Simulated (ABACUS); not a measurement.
MgSe in ABACUS: the effect of functional

The system is MgSe.

```
Se Mg
1.0
    -2.74355    0.00000    2.74355
     0.00000    2.74355    2.74355
    -2.74355    2.74355    0.00000
Se Mg
1 1
Direct
  0.50000 0.50000 0.50000
  0.00000 0.00000 0.00000
```

The cell isn't the ideal one: volume scaled by 1.02.

Alike in all runs:

- Program: ABACUS 3.10.1
- Task: equation of state
- Potentials or basis: SG15 ONCV 1.2 PBE
- Cutoff: 1184 eV
- Density cutoff: 4735 eV
- Basis: plane waves
- k mesh: 6 × 6 × 6
- Occupations: fermi-dirac, width 0.05 eV
- Spin: no spin polarisation

| functional | gap on the mesh (eV) | pressure (GPa) |
| --- | --- | --- |
| LDA | 1.44 | -2.3 |
| PBEsol | 1.67 | -0.5 |
| PW91 | 1.78 | 0.8 |
| WC | 1.73 | -0.2 |
| SCAN | ? | ? |
| TPSS | 2.13 | 0.6 |

Q: What does the run with functional SCAN give?

A: gap on the mesh 2.43 eV; pressure -0.4 GPa.

Caveats: the potentials were made for another functional, which shifts forces and pressure.

A k mesh can miss the band edges.

Runs at the PBE level aren't shown here.
